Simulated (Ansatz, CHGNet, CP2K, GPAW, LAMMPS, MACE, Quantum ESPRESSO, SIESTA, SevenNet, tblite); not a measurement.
# tblite on liquid Al2O3 at 2500 K (95 atoms): settings against a plane-wave reference

Aim: run liquid Al2O3 at 2500 K (95 atoms) in tblite and see how near its forces come to a plane-wave reference, and at what cost.

Method: the method is named at each step, in tblite 0.8.0.

## Step 1: The starting structure

The cell holds 95 atoms: 38 Al and 57 O. Cell: a = 10.461 Å, b = 10.461 Å, c = 10.461 Å, α = 90.0°, β = 90.0°, γ = 90.0°. 95 atoms (38 Al, 57 O) placed at random at 2.81 g/cm³, melted at 4500 K for 20 ps at fixed volume with the Morse and Coulomb pair potential with partial charges (Pedone, Malavasi, Menziani, Cormack and Segre, J. Phys. Chem. B 110, 11780 (2006)). Snapshot at the end of a hold of 20 ps at 2500 K and fixed volume.

The yardstick, on the same geometry:

| Quantity | Value |
| --- | --- |
| method | Kohn-Sham DFT, PBE, SSSP efficiency 1.3.0 pseudopotentials, plane waves (Quantum ESPRESSO 7.5); sssp-pbe-1.3.0-efficiency, cutoffs 60/480 Ry, Γ point |
| r.m.s. force component | 2.806 eV/Å |
| longest force | 14.18 eV/Å |
| pressure | 4.765 GPa |
| gap (highest filled to lowest empty level) | 1.41 eV |
| time | 3.1 min on 4 MPI ranks of Arm Neoverse V2, shared host |
| CPU time | 12 min |

## Step 2: GFN1-xTB

Method: GFN1-xTB tight binding, diagonalisation.

Input file run.py:

```python
import numpy as np
from ase.io import read
from tblite.ase import TBLite

atoms = read("structure.xyz")
atoms.calc = TBLite(method="GFN1-xTB", electronic_temperature=580, accuracy=1.0, max_iterations=250, mixer_damping=0.4, verbosity=1)
energy = atoms.get_potential_energy()
forces = atoms.get_forces()
print(f"energy {energy:.6f} eV")
print("forces (eV/A)")
for i, (a, f) in enumerate(zip(atoms, forces)):
    print(f"{i:4d} {a.symbol:2s} {f[0]:10.5f} {f[1]:10.5f} {f[2]:10.5f}")
stress = -atoms.get_stress(voigt=False) * 160.21766
print("stress (GPa, compression positive)")
for row in stress:
    print(" ".join(f"{x:10.4f}" for x in row))
print("charges (e)")
print(np.array2string(atoms.get_charges(), precision=4, suppress_small=True, max_line_width=110, threshold=100000))
```

Input file structure.xyz:

```xyz
95
Lattice="10.46110 0.00000 0.00000 0.00000 10.46110 0.00000 0.00000 0.00000 10.46110" Properties=species:S:1:pos:R:3 pbc="T T T"
Al 3.25257 5.43496 2.27131
Al 7.58513 7.47592 5.43098
Al 2.72282 2.53263 8.35852
Al 9.29762 0.72569 1.99933
Al 9.41928 6.52135 2.99690
Al 7.13886 2.23135 10.46047
Al 7.32580 4.15975 1.82787
Al 9.28130 3.14774 8.85103
Al 7.05266 9.02186 3.00129
Al 6.99053 5.10292 7.68933
Al 8.65666 10.34143 9.27596
Al 1.10616 7.47425 4.76691
Al 0.63488 4.01759 6.35993
Al 7.44119 1.68748 3.04428
Al 5.05679 4.38310 9.92737
Al 1.14214 10.44541 3.64674
Al 10.12729 1.63340 5.71961
Al 2.24830 9.19782 6.75390
Al 1.77546 2.59425 2.59990
Al 5.47639 9.67683 0.91022
Al 2.01512 5.63236 8.89528
Al 3.99760 1.61624 0.46249
Al 2.91896 8.95177 9.52347
Al 4.22932 6.93843 7.70450
Al 3.70292 3.72530 5.82505
Al 1.12771 0.43780 10.39384
Al 0.80990 7.25791 0.33172
Al 6.63840 10.25188 5.57775
Al 8.40539 7.69257 0.29134
Al 6.24716 7.80827 8.90104
Al 0.68070 4.67716 3.96538
Al 9.70591 9.20336 6.46098
Al 6.23774 2.07360 7.63012
Al 9.52598 6.00363 8.06791
Al 7.77385 4.29208 4.72821
Al 5.21496 6.12822 5.17082
Al 3.58481 8.84099 3.72781
Al 4.48478 1.42135 3.59422
O 3.43699 0.03212 4.09144
O 1.97589 2.68631 6.65995
O 4.49670 2.57992 6.94345
O 6.76300 3.67321 7.19410
O 4.14260 10.21464 0.42441
O 3.28845 1.88750 1.93321
O 1.72912 8.62298 3.65071
O 0.83814 2.16900 3.78232
O 6.80296 9.56427 10.10971
O 6.65587 0.78667 6.82074
O 8.47129 4.65707 8.55980
O 6.29151 0.81105 4.03296
O 6.20354 8.69799 5.03744
O 5.15335 2.30050 9.81335
O 8.58867 6.60179 6.67460
O 0.38633 6.36349 3.69904
O 9.74263 10.07090 8.00672
O 1.90120 4.23978 2.67877
[... 35 atom lines left out ...]
O 3.31669 8.42945 5.77746
O 0.46071 4.96180 7.84018
O 2.64321 1.58224 9.91691
O 9.67756 10.33619 0.06842
```

On the command line:

```
OMP_NUM_THREADS=1 python run.py > output.txt
```

The program printed:

```text
------------------------------------------------------------
  cycle        total energy    energy error   density error
------------------------------------------------------------
      1     -284.6147033078  -2.8533930E+02   1.0829895E+00
      2     -302.7520712628  -1.8137368E+01   5.4931306E-01
      3     -314.1821471959  -1.1430076E+01   4.3740575E-01
      4     -310.6939863505   3.4881608E+00   2.7860084E-01
      5     -316.4809698752  -5.7869835E+00   1.7517011E-01
      6     -319.5217730600  -3.0408032E+00   1.0165084E-01
      7     -319.8990109935  -3.7723793E-01   6.5946312E-02
      8     -320.0681913069  -1.6918031E-01   4.7793603E-02
      9     -320.1698027939  -1.0161149E-01   3.4299859E-02
     10     -320.2147210356  -4.4918242E-02   2.3965067E-02
     11     -320.2405890612  -2.5868026E-02   1.6714912E-02
     12     -320.2504786682  -9.8896070E-03   1.1728304E-02
     13     -320.2577235641  -7.2448960E-03   7.8661234E-03
     14     -320.2601908781  -2.4673139E-03   5.7392978E-03
     15     -320.2612426888  -1.0518107E-03   4.6876147E-03
     16     -320.2623683653  -1.1256765E-03   1.6371275E-03
     17     -320.2625607178  -1.9235252E-04   1.0230098E-03
     18     -320.2626163654  -5.5647596E-05   5.7150425E-04
     19     -320.2626226617  -6.2962558E-06   4.0489834E-04
     20     -320.2626280651  -5.4034824E-06   3.1598463E-04
     21     -320.2626346194  -6.5542728E-06   1.0768291E-04
     22     -320.2626353633  -7.4391744E-07   5.3575856E-05
     23     -320.2626355555  -1.9216390E-07   1.9728679E-05
------------------------------------------------------------
 total:                                   7.396 sec
energy -8714.790205 eV
forces (eV/A)
   0 Al    0.52902    0.27385    0.14958
   1 Al    0.01321   -0.46949    0.88917
   2 Al    0.55226    0.21473   -1.20172
   3 Al    3.86853    0.31515   -3.60778
   4 Al   -0.30826   -2.42972   -6.49193
   5 Al   -1.71267   -1.48707    2.15103
   6 Al    2.75052    1.70564   -1.16739
   7 Al    0.96822   -1.67408    0.98272
   8 Al   -1.66828    0.67079    2.67324
   9 Al    0.25520    6.26234    2.30898
  10 Al   -2.94153   -0.25252   -1.20513
  11 Al    1.09408   -0.71670    0.47246
  12 Al   -0.48331   -1.19864    2.08579
  13 Al   -1.91225    1.07458    0.13924
  14 Al   -1.26522   -2.28030    2.33336
  15 Al    2.19092   -0.90777    4.67260
  16 Al   -2.87632    4.81034    0.50428
  17 Al   -0.23863   -0.66684   -0.23174
  18 Al    2.79596   -1.35778   -2.91035
  19 Al    6.62238   -1.11256    1.44434
  20 Al   -0.94803    0.16515   -0.59156
  21 Al    2.57760   -1.79947   -0.28546
  22 Al   -0.44263    1.39382   -0.74849
  23 Al   -0.38076    1.24766    0.42134
[...]
87 O     1.15410   -0.45945   -0.42339
  88 O    -3.94619   -1.40305    0.55250
  89 O    -0.47071    2.19523    0.12623
  90 O    -1.29649   -2.40835   -1.31196
  91 O     2.76164   -1.24847   -1.46300
  92 O     2.40952   -0.00308    0.77672
  93 O    -3.02959   -0.00455   -1.86051
  94 O     1.67024    0.36024    4.16776
stress (GPa, compression positive)
   20.3233     0.1343     1.6803
    0.1343    19.9425     3.3942
    1.6803     3.3942    22.2979
charges (e)
[ 0.3966  0.554   0.4797  0.4933  0.5277  0.5207  0.5217  0.494   0.5171  0.5423  0.5018  0.5235  0.5431
  0.5407  0.4766  0.5019  0.4723  0.5138  0.4953  0.5328  0.4785  0.5355  0.4995  0.5019  0.4645  0.4762
  0.4732  0.5195  0.5198  0.5245  0.545   0.4699  0.4932  0.5356  0.5185  0.4857  0.4898  0.5043 -0.3385
 -0.3266 -0.3573 -0.3518 -0.3654 -0.3159 -0.332  -0.3797 -0.3757 -0.3138 -0.3283 -0.3206 -0.3232 -0.3344
 -0.3845 -0.3108 -0.3481 -0.2791 -0.3461 -0.3637 -0.4007 -0.3015 -0.347  -0.2929 -0.3502 -0.2942 -0.2876
 -0.3813 -0.3756 -0.325  -0.3482 -0.3404 -0.3241 -0.3353 -0.3355 -0.4057 -0.3716 -0.2745 -0.3122 -0.3333
 -0.3147 -0.332  -0.3735 -0.3262 -0.4183 -0.2978 -0.342  -0.3125 -0.3273 -0.3354 -0.327  -0.3398 -0.3012
 -0.3859 -0.3317 -0.2658 -0.3204]
```

It took 7.8 s on 1 thread of Arm Neoverse V2, shared host; peak memory 0.13 GiB.

Banners, paths, timers and routine set-up lines are dropped from the logs unmarked, and long logs keep their key lines alone; longer cuts are marked.

Numbers from this run, and their distance from the reference:

| Quantity | Value |
| --- | --- |
| r.m.s. force component | 2.206 eV/Å |
| r.m.s. difference of force components | 810.2 meV/Å |
| longest difference of force vectors | 2606 meV/Å |
| force difference over r.m.s. force | 28.87 % |
| slope of forces against the reference's | 0.7674 |
| correlation of force components | 0.976 |
| pressure | 20.85 GPa |
| pressure difference | 16.09 GPa |

Length of the force difference by element (eV/Å):

```tsv
element	atoms	mean	most
Al	38	1.6	2.6
O	57	1.1	2.5
```

Local excerpt of 14 atoms (numbers count through the whole input) about O55, which has 2 bonded neighbours where the commonest count for O is 3; x, y, z are measured from there.

```tsv
atom	x	y	z	distance (Å)	bonds	Mulliken charge (e)	Fx	Fy	Fz (eV/Å)
O55	0.00	0.00	0.00	0.00	2	-0.35	0.38	-0.37	-1.37
Al11	-1.09	0.27	1.27	1.69	4	0.50	-2.94	-0.25	-1.21
Al32	-0.04	-0.87	-1.55	1.77	4	0.47	0.87	0.92	0.88
O95	-0.07	0.27	2.52	2.54	3	-0.32	1.67	0.36	4.17
O82	-1.71	-0.96	-1.90	2.73	3	-0.33	2.83	1.41	0.35
O62	-1.79	1.92	1.12	2.85	4	-0.29	-0.39	1.42	-1.12
O76	1.55	-1.70	-1.81	2.93	3	-0.27	-3.12	-1.09	0.51
O84	1.10	0.67	-2.68	2.97	3	-0.30	1.07	-4.54	-0.53
Al17	0.38	2.02	-2.29	3.08	4	0.47	-2.88	4.81	0.50
O85	3.09	0.02	0.08	3.09	2	-0.34	0.47	1.57	2.38
Al26	1.85	0.83	2.39	3.13	5	0.48	-1.49	0.14	0.14
O87	0.13	3.11	-0.74	3.19	3	-0.33	-0.15	-1.78	-2.91
O59	0.64	-3.00	1.06	3.25	2	-0.40	0.18	1.30	1.81
Al18	2.97	-0.87	-1.25	3.34	4	0.51	-0.24	-0.67	-0.23
```

Atoms are counted from 1 here, from 0 in the log.

Forces lie 29 % from the reference's, at 0.011 times its CPU time (on 1 against 4 cores).

## Step 3: Summary of results

| Property | Result |
| --- | --- |
| force difference from the reference | tblite GFN1-xTB, 29 % |
| its CPU time | 7.8 s |

In words: Tight binding differs by 29 % (tblite GFN1-xTB); it is another model, with fitted parameters of its own, and the xTB methods hold dispersion. One electronic-structure run takes under half the reference's CPU time: tblite GFN1-xTB, at 29 % in 7.8 s against 12 min; its pressure misses by +16.1 GPa. Periodic xTB results under one method name differ between programs and library versions. The reference's pressure holds the uncorrected Pulay stress of its 60 Ry basis, so small pressure differences, and their order, may be the reference's own error. The frame stands for 2500 K, but pressures are static and levels are smeared at 580 K. The network of bonds at the start is that of the classical potential that made the cell, and needn't be the one that DFT or experiment would give. The reference's stress is far from hydrostatic: its diagonal is 3.6, 3.5, 7.3 GPa, compression counted positive. The electronic-structure runs sample only Γ, in a cell whose shortest periodic width is 10 Å.

[Also dropped from logs without a mark: logging warnings of Python, and SIESTA's first energy breakdown and zero terms.]

[Logs are printed without paths, hosts, clocks, repeated set-up lines and the standing remarks that a program may print on its own settings, such as how far it seeks lower states.]

[Hosts, paths, dates, database ids (printed as entryN), source tags and the programs' standing remarks are cut or masked in the printed files.]
